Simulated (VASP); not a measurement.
# HC60N3 (a cell with a defect) in VASP: a series of runs, part 2 of 2

VASP 6.6.1.

## Step 3: Single point, LDA

INCAR

```
SYSTEM = HC60N3
PREC     = Accurate       ! precision mode
ENCUT    = 520            ! plane-wave cutoff, eV
EDIFF    = 1E-7           ! SCF threshold, eV
ISMEAR   = 0              ! smearing method
SIGMA    = 0.03           ! smearing width, eV
LREAL    = .FALSE.        ! projectors in reciprocal space
LASPH    = .TRUE.         ! aspherical terms in the spheres
NELM     = 100            ! most SCF steps
ALGO     = Normal         ! electronic algorithm
ISIF     = 2              ! what is computed and relaxed
LWAVE    = .FALSE.        ! write WAVECAR
LCHARG   = .TRUE.         ! write CHGCAR
LELF     = .TRUE.         ! ELF
LVHAR    = .TRUE.
```

KPOINTS

```
regular mesh
0
G
  2 2 2
  0 0 0
```

POSCAR

```
HC60N3
1.0
    7.1400000000      0.0000000000      0.0000000000
    0.0000000000      7.1400000000      0.0000000000
    0.0000000000      0.0000000000      7.1400000000
H C N
1 60 3
Direct
    0.5326147900      0.5326147900      0.5326147900
    0.6319130000      0.6319130000      0.6319130000
    0.5014860000      0.7507060000      0.7507060000
    0.7507060000      0.5014860000      0.7507060000
    0.7507060000      0.7507060000      0.5014860000
    0.4950870000      0.2505090000      0.7494590000
    0.4950870000      0.7494590000      0.2505090000
    0.2505090000      0.4950870000      0.7494590000
    0.7494590000      0.4950870000      0.2505090000
    0.2505090000      0.7494590000      0.4950870000
    0.7494590000      0.2505090000      0.4950870000
    0.6235760000      0.3759650000      0.8734240000
    0.6235760000      0.8734240000      0.3759650000
    0.3759650000      0.6235760000      0.8734240000
    0.8734240000      0.6235760000      0.3759650000
    0.3759650000      0.8734240000      0.6235760000
    0.8734240000      0.3759650000      0.6235760000
    0.5050870000      0.2510410000      0.2510410000
    0.2510410000      0.5050870000      0.2510410000
    0.2510410000      0.2510410000      0.5050870000
    0.1273950000      0.6227350000      0.6227350000
    0.6227350000      0.1273950000      0.6227350000
    0.6227350000      0.6227350000      0.1273950000
    0.9999620000      0.4999560000      0.4999560000
    0.4999560000      0.9999620000      0.4999560000
    0.4999560000      0.4999560000      0.9999620000
    0.1278200000      0.3773090000      0.3773090000
    0.3773090000      0.1278200000      0.3773090000
    0.3773090000      0.3773090000      0.1278200000
    0.6239330000      0.8758650000      0.8758650000
    0.8758650000      0.6239330000      0.8758650000
    0.8758650000      0.8758650000      0.6239330000
    0.0011195000      0.7494200000      0.7494200000
    0.7494200000      0.0011195000      0.7494200000
    0.7494200000      0.7494200000      0.0011195000
    0.1237350000      0.3750450000      0.8761320000
    0.1237350000      0.8761320000      0.3750450000
    0.3750450000      0.1237350000      0.8761320000
    0.8761320000      0.1237350000      0.3750450000
    0.3750450000      0.8761320000      0.1237350000
    0.8761320000      0.3750450000      0.1237350000
    0.9987500000      0.2495250000      0.7493430000
    0.9987500000      0.7493430000      0.2495250000
    0.2495250000      0.9987500000      0.7493430000
    0.7493430000      0.9987500000      0.2495250000
    0.2495250000      0.7493430000      0.9987500000
    0.7493430000      0.2495250000      0.9987500000
    0.1237820000      0.1237820000      0.6246850000
    0.1237820000      0.6246850000      0.1237820000
    0.6246850000      0.1237820000      0.1237820000
    0.0017403000      0.2503660000      0.2503660000
    0.2503660000      0.0017403000      0.2503660000
    0.2503660000      0.2503660000      0.0017403000
    0.1249420000      0.8743930000      0.8743930000
    0.8743930000      0.1249420000      0.8743930000
    0.8743930000      0.8743930000      0.1249420000
    0.9999680000      0.9999680000      0.4998950000
    0.9999680000      0.4998950000      0.9999680000
    0.4998950000      0.9999680000      0.9999680000
    0.1254050000      0.1254050000      0.1254050000
    0.9997840000      0.9997840000      0.9997840000
    0.6351560000      0.3648080000      0.3648080000
    0.3648080000      0.6351560000      0.3648080000
    0.3648080000      0.3648080000      0.6351560000
```

Potentials or basis: VASP PAW LDA potentials, release 64 (H, C, N).

Command:

```bash
$ cat potpaw_LDA.64/H/POTCAR potpaw_LDA.64/C/POTCAR potpaw_LDA.64/N/POTCAR > POTCAR
$ mpirun -np 1 vasp_std > vasp.out
```

Run time: 5 min. Hardware: 1 thread of AMD EPYC 9R45 (Zen 5), shared host; peak memory 0.38 GiB.

Results (log left out):

* Free energy: -635.1211 eV
* Pressure: -13.4 GPa
* Largest force: 2.865 eV/Å
* Band gap on the k mesh: 3.67 eV, indirect (least direct gap 3.73 eV)

Forces in eV/Å, atoms in the order of the input:
```
H    1.654  1.654  1.654
C   -1.296 -1.296 -1.296
C    0.059 -0.125 -0.125
C   -0.125  0.059 -0.125
C   -0.125 -0.125  0.059
C   -0.008  0.057 -0.045
C   -0.008 -0.045  0.057
C    0.057 -0.008 -0.045
C   -0.045 -0.008  0.057
C    0.057 -0.045 -0.008
C   -0.045  0.057 -0.008
C    0.014  0.012  0.010
C    0.014  0.010  0.012
C    0.012  0.014  0.010
C    0.010  0.014  0.012
C    0.012  0.010  0.014
C    0.010  0.012  0.014
C    0.048  0.026  0.026
C    0.026  0.048  0.026
C    0.026  0.026  0.048
C   -0.014 -0.006 -0.006
C   -0.006 -0.014 -0.006
C   -0.006 -0.006 -0.014
C   -0.009 -0.001 -0.001
C   -0.001 -0.009 -0.001
C   -0.001 -0.001 -0.009
C   -0.010  0.005  0.005
C    0.005 -0.010  0.005
C    0.005  0.005 -0.010
C   -0.013  0.024  0.024
C    0.024 -0.013  0.024
C    0.024  0.024 -0.013
C   -0.007  0.005  0.005
C    0.005 -0.007  0.005
C    0.005  0.005 -0.007
C    0.006 -0.014 -0.011
C    0.006 -0.011 -0.014
C   -0.014  0.006 -0.011
C   -0.011  0.006 -0.014
C   -0.014 -0.011  0.006
C   -0.011 -0.014  0.006
C   -0.002 -0.004 -0.012
C   -0.002 -0.012 -0.004
C   -0.004 -0.002 -0.012
C   -0.012 -0.002 -0.004
C   -0.004 -0.012 -0.002
C   -0.012 -0.004 -0.002
C    0.007  0.007  0.011
C    0.007  0.011  0.007
C    0.011  0.007  0.007
C    0.001 -0.005 -0.005
C   -0.005  0.001 -0.005
C   -0.005 -0.005  0.001
C    0.003 -0.001 -0.001
C   -0.001  0.003 -0.001
C   -0.001 -0.001  0.003
C    0.010  0.010  0.023
C    0.010  0.023  0.010
C    0.023  0.010  0.010
C   -0.005 -0.005 -0.005
C   -0.001 -0.001 -0.001
N    0.123 -0.224 -0.224
N   -0.224  0.123 -0.224
N   -0.224 -0.224  0.123
```

Stress tensor (GPa, compression positive):
```
-13.40  -1.06  -1.06
 -1.06 -13.40  -1.06
 -1.06  -1.06 -13.40
```

Levels at points of the mesh, in eV from the valence-band top:
| k point | band 125 | band 126 | band 127 | band 128 | band 129 | band 130 | band 131 | band 132 |
| --- | --- | --- | --- | --- | --- | --- | --- | --- |
| (0.00, 0.00, 0.00) | -1.33 | -0.01 | 0.00 | 0.00 | 3.73 | 3.91 | 3.91 | 4.11 |
| (0.50, 0.00, 0.00) | -1.69 | -0.79 | -0.59 | -0.46 | 3.67 | 3.80 | 4.66 | 5.03 |
| (0.50, 0.50, 0.00) | -1.16 | -1.09 | -0.31 | -0.22 | 4.99 | 5.02 | 5.23 | 5.45 |
| (0.50, 0.50, 0.50) | -1.99 | -0.45 | -0.45 | -0.31 | 4.90 | 4.90 | 5.10 | 5.42 |

Caveat: the k mesh is coarse (spacing up to 0.44 Å⁻¹), so the values aren't converged.

## Step 4: Single point, r2SCAN

INCAR: that of step 3 with these lines changed.

```diff
@@ -13,2 +13,4 @@
 LCHARG   = .TRUE.         ! write CHGCAR
+METAGGA  = R2SCAN         ! meta-GGA
+LMIXTAU  = .TRUE.       
 LELF     = .TRUE.         ! ELF
```

KPOINTS is that of step 3.

POSCAR is that of step 3.

Potentials or basis: VASP PAW PBE potentials, release 64 (H, C, N).

Command:

```bash
$ cat potpaw_PBE.64/H/POTCAR potpaw_PBE.64/C/POTCAR potpaw_PBE.64/N/POTCAR > POTCAR
$ mpirun -np 1 vasp_std > vasp.out
```

OUTCAR:

```text
SYSTEM = HC60N3
   PREC = Accurate
   ENCUT = 520
   EDIFF = 1E-7
   ISMEAR = 0
   LREAL = .FALSE.
   LASPH = .TRUE.
   NELM = 100
   ISIF = 2
   METAGGA = R2SCAN

 ion  position               nearest neighbor table
   1  0.533  0.533  0.533-   2 1.23
   2  0.632  0.632  0.632-   1 1.23   3 1.52   4 1.52   5 1.52
   3  0.501  0.751  0.751-   2 1.52  30 1.54  16 1.55  14 1.55
   4  0.751  0.501  0.751-   2 1.52  31 1.54  17 1.55  12 1.55
   5  0.751  0.751  0.501-   2 1.52  32 1.54  15 1.55  13 1.55
   6  0.495  0.251  0.749-  64 1.48  38 1.54  22 1.56  12 1.56
   7  0.495  0.749  0.251-  63 1.48  40 1.54  23 1.56  13 1.56
[... 52 lines left out ...]
  60  0.125  0.125  0.125-  51 1.54  52 1.54  53 1.54  61 1.55
  61  1.000  1.000  1.000-  54 1.55  55 1.55  56 1.55  60 1.55
  62  0.635  0.365  0.365-  18 1.48  11 1.48   9 1.48
  63  0.365  0.635  0.365-  19 1.48  10 1.48   7 1.48
  64  0.365  0.365  0.635-  20 1.48   8 1.48   6 1.48

  LATTYP: Found a simple cubic cell.
 ALAT       =     7.1400000000

  Lattice vectors:

 A1 = (   7.1400000000,   0.0000000000,   0.0000000000)
 A2 = (   0.0000000000,   7.1400000000,   0.0000000000)
 A3 = (   0.0000000000,   0.0000000000,   7.1400000000)
[... 287 lines left out ...]
 k-point     1 :       0.0000    0.0000    0.0000
  band No.  band energies     occupation
      1     -13.4998      2.00000
      2     -11.8134      2.00000
      3     -11.8134      2.00000
      4     -11.3354      2.00000
      5     -10.9024      2.00000
      6     -10.9024      2.00000
[... 561 lines left out ...]
    139      15.7428      0.00000
    140      15.7430      0.00000
 [bands above 140 left out]

------------------------ aborting loop because EDIFF is reached ----------------------------------------

  FORCE on cell =-STRESS in cart. coord.  units (eV):
  Direction    XX          YY          ZZ          XY          YZ          ZX
  --------------------------------------------------------------------------------------
  -------------------------------------------------------------------------------------
  Total       -7.4411251     -7.4411251     -7.4411251     -2.6709230     -2.6709230     -2.6709230
  in kB      -32.7532617    -32.7532617    -32.7532617    -11.7564801    -11.7564801    -11.7564801
  external PRESSURE =     -32.7532617 kB  Pullay stress =       0.0000000 kB

 VOLUME and BASIS-vectors are now :
 -----------------------------------------------------------------------------
  energy-cutoff  :      520.00
  volume of cell :      363.99
      direct lattice vectors                 reciprocal lattice vectors
     7.140000000  0.000000000  0.000000000     0.140056022  0.000000000  0.000000000
     0.000000000  7.140000000  0.000000000     0.000000000  0.140056022  0.000000000
     0.000000000  0.000000000  7.140000000     0.000000000  0.000000000  0.140056022

 POSITION                                       TOTAL-FORCE (eV/Angst)
 -----------------------------------------------------------------------------------
      3.80287      3.80287      3.80287         2.077889      2.077889      2.077889
      4.51186      4.51186      4.51186        -1.738221     -1.738221     -1.738221
      3.58061      5.36004      5.36004         0.077192     -0.129915     -0.129915
      5.36004      3.58061      5.36004        -0.129915      0.077192     -0.129915
      5.36004      5.36004      3.58061        -0.129915     -0.129915      0.077192
      3.53492      1.78863      5.35114         0.050695     -0.038703      0.050612
[... 56 lines left out ...]
      2.60473      4.53501      2.60473        -0.073607     -0.056579     -0.073607
      2.60473      2.60473      4.53501        -0.073607     -0.073607     -0.056579
 -----------------------------------------------------------------------------------
    total drift:                                0.000257      0.000257      0.000253

  FREE ENERGIE OF THE ION-ELECTRON SYSTEM (eV)
  ---------------------------------------------------
  free  energy   TOTEN  =      -617.0076737183 eV

  energy  without entropy=     -617.0076737183  energy(sigma->0) =     -617.00767372
```

Wall time 13 min (1 thread of AMD EPYC 9R45 (Zen 5), shared host); peak memory 0.5 GiB.

Results:

```
Free energy            : -617.0077 eV
Pressure               : -3.3 GPa
Largest force          : 3.599 eV/Å
Band gap on the k mesh : 3.97 eV, indirect (least direct gap 4.02 eV)
```

Forces on the atoms (eV/Å):
```
H    2.078  2.078  2.078
C   -1.738 -1.738 -1.738
C    0.077 -0.130 -0.130
C   -0.130  0.077 -0.130
C   -0.130 -0.130  0.077
C    0.051 -0.039  0.051
C    0.051  0.051 -0.039
C   -0.039  0.051  0.051
C    0.051  0.051 -0.039
C   -0.039  0.051  0.051
C    0.051 -0.039  0.051
C    0.004  0.027  0.002
C    0.004  0.002  0.027
C    0.027  0.004  0.002
C    0.002  0.004  0.027
C    0.027  0.002  0.004
C    0.002  0.027  0.004
C   -0.008 -0.074 -0.074
C   -0.074 -0.008 -0.074
C   -0.074 -0.074 -0.008
C   -0.002 -0.030 -0.030
C   -0.030 -0.002 -0.030
C   -0.030 -0.030 -0.002
C   -0.006  0.000  0.000
C    0.000 -0.006  0.000
C    0.000  0.000 -0.006
C    0.001  0.030  0.030
C    0.030  0.001  0.030
C    0.030  0.030  0.001
C   -0.035  0.022  0.022
C    0.022 -0.035  0.022
C    0.022  0.022 -0.035
C   -0.003  0.018  0.018
C    0.018 -0.003  0.018
C    0.018  0.018 -0.003
C    0.013  0.008 -0.020
C    0.013 -0.020  0.008
C    0.008  0.013 -0.020
C   -0.020  0.013  0.008
C    0.008 -0.020  0.013
C   -0.020  0.008  0.013
C   -0.001 -0.020 -0.005
C   -0.001 -0.005 -0.020
C   -0.020 -0.001 -0.005
C   -0.005 -0.001 -0.020
C   -0.020 -0.005 -0.001
C   -0.005 -0.020 -0.001
C    0.015  0.015 -0.005
C    0.015 -0.005  0.015
C   -0.005  0.015  0.015
C    0.001 -0.021 -0.021
C   -0.021  0.001 -0.021
C   -0.021 -0.021  0.001
C    0.008 -0.005 -0.005
C   -0.005  0.008 -0.005
C   -0.005 -0.005  0.008
C    0.011  0.011  0.024
C    0.011  0.024  0.011
C    0.024  0.011  0.011
C    0.001  0.001  0.001
C   -0.003 -0.003 -0.003
N   -0.057 -0.074 -0.074
N   -0.074 -0.057 -0.074
N   -0.074 -0.074 -0.057
```

Levels at points of the mesh, in eV from the valence-band top:
```
           k point  band 125  band 126  band 127  band 128  band 129  band 130  band 131  band 132
(0.00, 0.00, 0.00)     -1.45     -0.04      0.00      0.00      4.02      4.21      4.21      4.45
(0.50, 0.00, 0.00)     -1.80     -0.96     -0.72     -0.60      3.97      4.10      4.99      5.39
(0.50, 0.50, 0.00)     -1.26     -1.16     -0.38     -0.30      5.39      5.42      5.65      5.88
(0.50, 0.50, 0.50)     -2.05     -0.56     -0.56     -0.44      5.29      5.29      5.48      5.84
```

Caveat: the k mesh is coarse (spacing up to 0.44 Å⁻¹), so the values aren't converged; the PAW data sets were made with another functional, which shifts forces and pressure a little. r2SCAN opens gaps a little over a GGA but as a rule still falls short of measured ones.

## Step 5: Summary

| level | potentials or basis | gap on the mesh (eV) | pressure (GPa) | largest force (eV/Å) |
| --- | --- | --- | --- | --- |
| PBE | VASP PAW PBE potentials, release 64 (H, C, N) | 3.72 | 0.6 | 3.26 |
| LDA | VASP PAW LDA potentials, release 64 (H, C, N) | 3.67 | -13.4 | 2.87 |
| r2SCAN | VASP PAW PBE potentials, release 64 (H, C, N) | 3.97 | -3.3 | 3.60 |

Alike in all rows: task single point; no spin polarisation; cell as given; k mesh 2 × 2 × 2; cutoff (eV) 520; smearing gaussian 0.03 eV; the mesh is coarse, so values aren't converged.

Caveats: all runs use coarse meshes; the PAW data sets were made with another functional, which shifts forces and pressure a little (some runs).

Total energies depend on the potentials used, so only differences within one code and one set of settings carry meaning.
